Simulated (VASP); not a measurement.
# SnH2 (Fm-3m) in VASP: notebook

The runs below take SnH2 through single point, with LDA, r2SCAN.

All numbers are computed with VASP 6.6.1; they aren't measurements. Logs are shortened: lines on timing, memory, paths and dates and some standing lists are left out, and cuts for length are marked.

## 1. Starting point

It takes space group Fm-3m (No. 225, cubic). Conventional cell: a = 5.309 Å, b = 5.309 Å, c = 5.309 Å, α = 90.00°, β = 90.00°, γ = 90.00°. Sn (site symmetry m-3m) is surrounded by 8 H at 2.30 Å. H (site symmetry -43m) has 4 Sn at 2.30 Å as nearest neighbours.

The cell was built by a generator and needn't be a form met in nature.

## 2. Single point, LDA

Contents of INCAR:

```
ALGO     = Normal         # electronic algorithm
EDIFF    = 1E-6           # SCF threshold, eV
ENCUT    = 520            # plane-wave cutoff, eV
ISIF     = 2              # what is computed and relaxed
ISMEAR   = -1             # smearing method
LASPH    = True           # aspherical terms in the spheres
LCHARG   = True           # write CHGCAR
LELF     = True           # ELF
LREAL    = False          # projectors in reciprocal space
LVHAR    = True         
LWAVE    = False          # write WAVECAR
NBANDS   = 15             # bands
NELM     = 60             # most SCF steps
PREC     = Accurate       # precision mode
SIGMA    = 0.02           # smearing width, eV
```

Contents of KPOINTS:

```
k-points
0
Gamma
  8 8 8
```

Contents of POSCAR:

```
SnH2
1.0
    0.0000000000      2.6545080103      2.6545080103
    2.6545080103      0.0000000000      2.6545080103
    2.6545080103      2.6545080103      0.0000000000
Sn H
1 2
Direct
    0.0000000000      0.0000000000      0.0000000000
    0.2500000000      0.2500000000      0.2500000000
    0.7500000000      0.7500000000      0.7500000000
```

Potentials or basis: VASP PAW LDA potentials, release 64 (Sn_d, H).

Started as:

```console
$ cat potpaw_LDA.64/Sn_d/POTCAR potpaw_LDA.64/H/POTCAR > POTCAR
$ mpirun -np 1 vasp_std > vasp.out
```

OUTCAR:

```text
EDIFF = 1E-6
   ENCUT = 520
   ISIF = 2
   ISMEAR = -1
   LASPH = True
   LREAL = False
   NELM = 60
   PREC = Accurate

 ion  position               nearest neighbor table
   1  0.000  0.000  0.000-   3 2.30   3 2.30   3 2.30   2 2.30   3 2.30   2 2.30   2 2.30   2 2.30

   2  0.250  0.250  0.250-   1 2.30   1 2.30   1 2.30   1 2.30
   3  0.750  0.750  0.750-   1 2.30   1 2.30   1 2.30   1 2.30

  LATTYP: Found a face centered cubic cell.
 ALAT       =     5.3090160206

  Lattice vectors:

 A1 = (   0.0000000000,   2.6545080103,   2.6545080103)
 A2 = (   2.6545080103,   0.0000000000,   2.6545080103)
 A3 = (   2.6545080103,   2.6545080103,   0.0000000000)

Analysis of symmetry for initial positions (statically):
=====================================================================
 Subroutine PRICEL returns:
 Original cell was already a primitive cell.

 Routine SETGRP: Setting up the symmetry group for a
 face centered cubic supercell.

 Subroutine GETGRP returns: Found 48 space group operations
 (whereof 48 operations were pure point group operations)
 out of a pool of 48 trial point group operations.

The static configuration has the point symmetry O_h .

Analysis of symmetry for dynamics (positions and initial velocities):
=====================================================================
 Subroutine PRICEL returns:
 Original cell was already a primitive cell.

 Routine SETGRP: Setting up the symmetry group for a
 face centered cubic supercell.

 Subroutine GETGRP returns: Found 48 space group operations
 (whereof 48 operations were pure point group operations)
 out of a pool of 48 trial point group operations.

The dynamic configuration has the point symmetry O_h .

 Subroutine INISYM returns: Found 48 space group operations
 (whereof 48 operations are pure point group operations),
 and found     1 'primitive' translations

----------------------------------------------------------------------------------------

                                     Primitive cell

  volume of cell :      37.4095

  direct lattice vectors                    reciprocal lattice vectors
     0.000000000  2.654508010  2.654508010    -0.188358821  0.188358821  0.188358821
     2.654508010  0.000000000  2.654508010     0.188358821 -0.188358821  0.188358821
     2.654508010  2.654508010  0.000000000     0.188358821  0.188358821 -0.188358821

  length of vectors
     3.754041230  3.754041230  3.754041230     0.326247049  0.326247049  0.326247049

  position of ions in fractional coordinates (direct lattice)
     0.000000000  0.000000000  0.000000000
     0.250000000  0.250000000  0.250000000
     0.750000000  0.750000000  0.750000000

  ion indices of the primitive-cell ions
   primitive index   ion index
                 1           1
                 2           2
                 3           3

----------------------------------------------------------------------------------------

 KPOINTS: k-points

Automatic generation of k-mesh.
 Grid dimensions read from file:
 generate k-points for:    8    8    8

 Generating k-lattice:

  Cartesian coordinates                     Fractional coordinates (reciprocal lattice)
    -0.023544853  0.023544853  0.023544853     0.125000000  0.000000000  0.000000000
     0.023544853 -0.023544853  0.023544853     0.000000000  0.125000000  0.000000000
     0.023544853  0.023544853 -0.023544853     0.000000000  0.000000000  0.125000000

  Length of vectors
     0.040780881  0.040780881  0.040780881

  Shift w.r.t. Gamma in fractional coordinates (k-lattice)
     0.000000000  0.000000000  0.000000000

 Subroutine IBZKPT returns following result:
 ===========================================

 Found     29 irreducible k-points:

 Following reciprocal coordinates:
            Coordinates               Weight
  0.000000  0.000000  0.000000      1.000000
  0.125000  0.000000  0.000000      8.000000
  0.250000  0.000000  0.000000      8.000000
  0.375000  0.000000  0.000000      8.000000
  0.500000  0.000000  0.000000      4.000000
  0.125000  0.125000  0.000000      6.000000
[... 16 lines left out ...]
  0.500000  0.250000  0.125000     48.000000
 -0.375000  0.250000  0.125000     24.000000
 [... further k-points ...]
   k-points           NKPTS =     29   k-points in BZ     NKDIM =     29   number of bands    NBANDS=     15
   number of dos      NEDOS =    301   number of ions     NIONS =      3
   total plane-waves  NPLWV =  21952
   dimension x,y,z NGX =    28 NGY =   28 NGZ =   28
   dimension x,y,z NGXF=    56 NGYF=   56 NGZF=   56
   ions per type =               1   2
   NGX,Y,Z   is equivalent  to a cutoff of  12.40, 12.40, 12.40 a.u.
   NGXF,Y,Z  is equivalent  to a cutoff of  24.80, 24.80, 24.80 a.u.
 SYSTEM =  unknown system
   PREC   = accura    normal or accurate (medium, high low for compatibility)
   ISTART =      0    job   : 0-new  1-cont  2-samecut
   ICHARG =      2    charge: 1-file 2-atom 10-const
   ISPIN  =      1    spin polarized calculation?
   LNONCOLLINEAR =      F non collinear calculations
   LSORBIT =      F    spin-orbit coupling
   LASPH  =      T    aspherical Exc in radial PAW
   ENCUT  =  520.0 eV  38.22 Ry    6.18 a.u.   6.98  6.98  6.98*2*pi/ulx,y,z
   NELM   =     60;   NELMIN=  2; NELMDL= -5     # of ELM steps
   EDIFF  = 0.1E-05   stopping-criterion for ELM
   LREAL  =      F    real-space projection
   EDIFFG = 0.1E-04   stopping-criterion for IOM
   NSW    =      0    number of steps for IOM
   IBRION =     -1    ionic relax: 0-MD 1-quasi-New 2-CG
   NFREE  =      0    steps in history (QN), initial steepest desc. (CG)
   ISIF   =      2    stress and relaxation
   ISYM   =      2    0-nonsym 1-usesym 2-fastsym
   POTIM  = 0.5000    time-step for ionic-motion
   TEBEG  =    0.0;   TEEND  =   0.0 temperature during run
   PSTRESS=    0.0 pullay stress
   NELECT =      16.0000    total number of electrons
   NUPDOWN=      -1.0000    fix difference up-down
   EMIN   =  10.00;   EMAX   =-10.00  energy-range for DOS
   EFERMI =   0.00;   METHOD = LEGACY
   ISMEAR =    -1;   SIGMA  =   0.02  broadening in eV -4-tet -1-fermi 0-gaus
   EFERMI_NEDOS =   21; number of points for ismear=-14 and -15
   IALGO  =     38    algorithm
   IMIX   =      4    mixing-type and parameters
     AMIX     =   0.40;   BMIX     =  1.00
     AMIX_MAG =   1.60;   BMIX_MAG =  1.00
  volume/ion in A,a.u.               =      12.47        84.15
  Fermi-wavevector in a.u.,A,eV,Ry     =   1.233448  2.330878 20.699816  1.521394
  Thomas-Fermi vector in A             =   2.368178
   LORBIT       =      0    0 simple, 1 ext, 2 COOP (PROOUT), +10 PAW based schemes
   GGA     = CA    functional components
   LHFCALC =     F    Hartree Fock is set to
   AEXX    =    0.0000 exact exchange contribution
   IVDW    =     0    specifies the selected vdW correction
   LEPSILON=     F    determine dielectric tensor
   LRPA    =     F    only Hartree local field effects (RPA)
 non-spin polarized calculation
  energy-cutoff  :      520.00
  volume of cell :       37.41
 maximum number of plane-waves:      1036
   NGX = 13   NGY = 13   NGZ = 13

 number of electron      15.9999996 magnetization

 Free energy of the ion-electron system (eV)
  ---------------------------------------------------
  ext. energy  EPLUGINS =         0.00000000
  ---------------------------------------------------
  free energy    TOTEN  =       -10.09949685 eV

  energy without entropy =      -10.09829973  energy(sigma->0) =      -10.09889829

 E-fermi :   5.8978     XC(G=0): -10.0542

 val. band max:        5.5253739357   @ k =  -0.3750   0.3750   0.1250
 cond. band min:       5.9315447937   @ k =  -0.2500   0.3750   0.1250
 fundamental gap:      0.4061708580
 Fermi energy:         5.8977639502

 k-point     1 :       0.0000    0.0000    0.0000
  band No.  band energies     occupation
      1     -15.8840      2.00000
      2     -15.8840      2.00000
      3     -15.8840      2.00000
      4     -15.8493      2.00000
      5     -15.8493      2.00000
      6      -5.8071      2.00000
      7       5.0882      2.00000
      8      10.2528      0.00000
      9      10.2528      0.00000
     10      10.2528      0.00000
     11      11.1413      0.00000
     12      13.8477      0.00000
     13      13.8477      0.00000
     14      13.8477      0.00000
     15      16.6915      0.00000

 k-point     2 :       0.1250    0.0000    0.0000
  band No.  band energies     occupation
      1     -15.8853      2.00000
      2     -15.8793      2.00000
      3     -15.8793      2.00000
      4     -15.8488      2.00000
      5     -15.8488      2.00000
      6      -5.5612      2.00000
      7       4.7271      2.00000
      8       8.0740      0.00000
      9       9.8972      0.00000
     10       9.8972      0.00000
     11      11.5823      0.00000
     12      14.3873      0.00000
     13      14.3873      0.00000
     14      15.6082      0.00000
     15      16.4611      0.00000

 k-point     3 :       0.2500    0.0000    0.0000
  band No.  band energies     occupation
      1     -15.8890      2.00000
      2     -15.8742      2.00000
      3     -15.8742      2.00000
      4     -15.8414      2.00000
      5     -15.8414      2.00000
      6      -4.8268      2.00000
      7       3.0669      2.00000
      8       6.7320      0.00000
      9       9.2956      0.00000
     10       9.2956      0.00000
     11      10.9146      0.00000
     12      14.4748      0.00000
     13      14.4748      0.00000
     14      16.3620      0.00000
     15      17.1480      0.00000

 k-point     4 :       0.3750    0.0000    0.0000
  band No.  band energies     occupation
      1     -15.8932      2.00000
      2     -15.8760      2.00000
      3     -15.8760      2.00000
      4     -15.8272      2.00000
      5     -15.8272      2.00000
      6      -3.6430      2.00000
      7       0.7292      2.00000
      8       6.5139      0.00000
      9       8.8626      0.00000
     10       8.8626      0.00000
     11      10.1476      0.00000
     12      13.7843      0.00000
     13      13.7843      0.00000
     14      17.8960      0.00000
     15      19.1993      0.00000
[... 307 lines left out ...]
 k-point    22 :       0.3750    0.2500    0.1250
  band No.  band energies     occupation
      1     -15.8990      2.00000
      2     -15.8690      2.00000
      3     -15.8552      2.00000
      4     -15.8510      2.00000
      5     -15.8304      2.00000
      6      -4.1777      2.00000
      7       3.1056      2.00000
      8       4.3142      2.00000
      9       7.8028      0.00000
     10       8.8516      0.00000
     11      11.6071      0.00000
     12      13.6288      0.00000
     13      16.1431      0.00000
     14      17.7433      0.00000
     15      18.4637      0.00000

 k-point    23 :       0.5000    0.2500    0.1250
  band No.  band energies     occupation
      1     -15.8924      2.00000
      2     -15.8749      2.00000
      3     -15.8551      2.00000
      4     -15.8404      2.00000
      5     -15.8255      2.00000
      6      -3.0018      2.00000
      7       1.2150      2.00000
      8       3.5049      2.00000
      9       6.9743      0.00000
     10       9.5186      0.00000
     11      10.9597      0.00000
     12      14.2645      0.00000
     13      16.6035      0.00000
     14      17.4740      0.00000
     15      19.6304      0.00000

 k-point    24 :      -0.3750    0.2500    0.1250
  band No.  band energies     occupation
      1     -15.8849      2.00000
      2     -15.8807      2.00000
      3     -15.8530      2.00000
      4     -15.8406      2.00000
      5     -15.8224      2.00000
      6      -1.9278      2.00000
      7      -0.2591      2.00000
      8       3.3796      2.00000
      9       6.6516      0.00000
     10       9.9752      0.00000
     11      10.3961      0.00000
     12      15.5480      0.00000
     13      15.9431      0.00000
     14      18.2409      0.00000
     15      18.3195      0.00000

 [... further k-points ...]
[... 5 lines left out ...]
  --------------------------------------------------------------------------------------
  -------------------------------------------------------------------------------------
  Total       -0.6363757     -0.6363757     -0.6363757      0.0000000      0.0000000      0.0000000
  in kB      -27.2547410    -27.2547410    -27.2547410      0.0000000      0.0000000      0.0000000
  external PRESSURE =     -27.2547410 kB  Pullay stress =       0.0000000 kB

 VOLUME and BASIS-vectors are now :
 -----------------------------------------------------------------------------
  energy-cutoff  :      520.00
  volume of cell :       37.41
      direct lattice vectors                 reciprocal lattice vectors
     0.000000000  2.654508010  2.654508010    -0.188358821  0.188358821  0.188358821
     2.654508010  0.000000000  2.654508010     0.188358821 -0.188358821  0.188358821
     2.654508010  2.654508010  0.000000000     0.188358821  0.188358821 -0.188358821

 POSITION                                       TOTAL-FORCE (eV/Angst)
 -----------------------------------------------------------------------------------
      0.00000      0.00000      0.00000         0.000000      0.000000      0.000000
      1.32725      1.32725      1.32725        -0.000000     -0.000000     -0.000000
      3.98176      3.98176      3.98176         0.000000      0.000000      0.000000
 -----------------------------------------------------------------------------------
    total drift:                               -0.000000     -0.000000      0.000000

  FREE ENERGIE OF THE ION-ELECTRON SYSTEM (eV)
  ---------------------------------------------------
  free  energy   TOTEN  =       -10.0994968534 eV

  energy  without entropy=      -10.0982997327  energy(sigma->0) =      -10.09889829
```

Run time: 20 s. Hardware: 1 thread of Intel Xeon Platinum 8488C (Sapphire Rapids), shared host; peak memory 0.14 GiB.

Results:

```yaml
Free_energy: -10.0995 eV
Pressure: -2.7 GPa
Band_gap_on_the_k_mesh: none (metal or under the smearing width)
```

## 3. Single point, r2SCAN

POSCAR is that of step 2.

Contents of INCAR.step1:

```
PREC     = Accurate       # precision mode
ENCUT    = 520            # plane-wave cutoff, eV
ISMEAR   = -1             # smearing method
SIGMA    = 0.02           # smearing width, eV
LREAL    = F              # projectors in reciprocal space
LASPH    = T              # aspherical terms in the spheres
NELM     = 100            # most SCF steps
NBANDS   = 15             # bands
GGA      = PE             # functional
ALGO     = Normal         # electronic algorithm
EDIFF    = 1E-4           # SCF threshold, eV
LWAVE    = T              # write WAVECAR
LCHARG   = F              # write CHGCAR
```

Contents of INCAR.step2:

```
PREC     = Accurate       # precision mode
ENCUT    = 520            # plane-wave cutoff, eV
EDIFF    = 1E-6           # SCF threshold, eV
ISMEAR   = -1             # smearing method
SIGMA    = 0.02           # smearing width, eV
LREAL    = F              # projectors in reciprocal space
LASPH    = T              # aspherical terms in the spheres
NELM     = 100            # most SCF steps
ALGO     = Normal         # electronic algorithm
ISIF     = 2              # what is computed and relaxed
LWAVE    = F              # write WAVECAR
LCHARG   = F              # write CHGCAR
METAGGA  = R2SCAN         # meta-GGA
LMIXTAU  = T            
NBANDS   = 15             # bands
ISTART   = 1
```

Contents of KPOINTS:

```
regular mesh
0
Gamma
  10 10 10
```

Potentials or basis: VASP PAW PBE potentials, release 64 (Sn_d, H).

Started as:

```console
$ cat potpaw_PBE.64/Sn_d/POTCAR potpaw_PBE.64/H/POTCAR > POTCAR
$ cp INCAR.step1 INCAR
$ mpirun -np 1 vasp_std > vasp.out
$ cp INCAR.step2 INCAR
$ mpirun -np 1 vasp_std > vasp.out
```

Run time: 74 s. Hardware: 1 thread of Intel Xeon Platinum 8488C (Sapphire Rapids), shared host; peak memory 0.17 GiB.

The run converged. Its results:

* Free energy: -29.8714 eV
* Pressure: 0.4 GPa
* Band gap on the k mesh: none (metal or under the smearing width)

Levels at points of the mesh, in eV from the Fermi level:
```tsv
k point	band 4	band 5	band 6	band 7	band 8	band 9	band 10	band 11	band 12	band 13
(0.00, 0.00, 0.00)	-22.63	-22.63	-12.24	-1.29	4.71	4.71	4.71	5.53	8.30	8.30
(0.50, 0.00, 0.00)	-22.60	-22.60	-8.83	-7.13	0.50	3.05	3.05	4.08	8.01	8.01
(0.50, 0.50, 0.00)	-22.60	-22.60	-7.32	-6.39	-3.01	0.38	0.38	4.12	10.20	17.56
```

Caveat: the PAW data sets were made with another functional, which shifts forces and pressure a little.
